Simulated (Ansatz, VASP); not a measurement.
## TiTe2 in VASP and in Ansatz

```
CELL_PARAMETERS angstrom
3.77700 -0.07554 0.00000
-1.95392 3.30875 0.00000
0.00000 0.00000 6.49800
ATOMIC_POSITIONS crystal
Te 0.33333 0.66667 0.73720
Te 0.66667 0.33333 0.26280
Ti 0.00000 0.00000 0.00000
```

Alike in both runs: task single point; functional PBE; k mesh 7 × 7 × 4; occupations fermi-dirac, width 0.05 eV; no spin polarisation.

|  | VASP | Ansatz |
| --- | --- | --- |
| version | VASP 6.6.1 | Ansatz 0.2.0 |
| potentials or method | VASP PAW PBE potentials, release 64 (Te, Ti_sv) | Ansatz PAW |
| plane-wave cutoff (eV) | 520 | 420 |
| valence electrons in the cell | 24 | 44 |

VASP gave:

| Quantity | Value |
| --- | --- |
| gap on the k mesh at the Fermi level (eV) | none |
| pressure (GPa) | 0.9 |
| largest component of the traceless stress (GPa) | 1.40 |
| rms of the force components (eV/Å) | 0.044 |

Question: What did Ansatz give for the same quantities?

Answer: gap on the k mesh at the Fermi level (eV): none; pressure (GPa): 1.0; largest component of the traceless stress (GPa): 1.39; rms of the force components (eV/Å): 0.043.

Atom by atom the forces differ by 0.005 eV/Å (rms over components). A gap of «none» marks a metal or a gap that the smearing closes. With one functional, cell and mesh, what is left measures potentials, basis and numerics. The two sets of potentials don't hold the same shells in valence.

The runs have no spin-orbit coupling, so splittings on Te are missing.
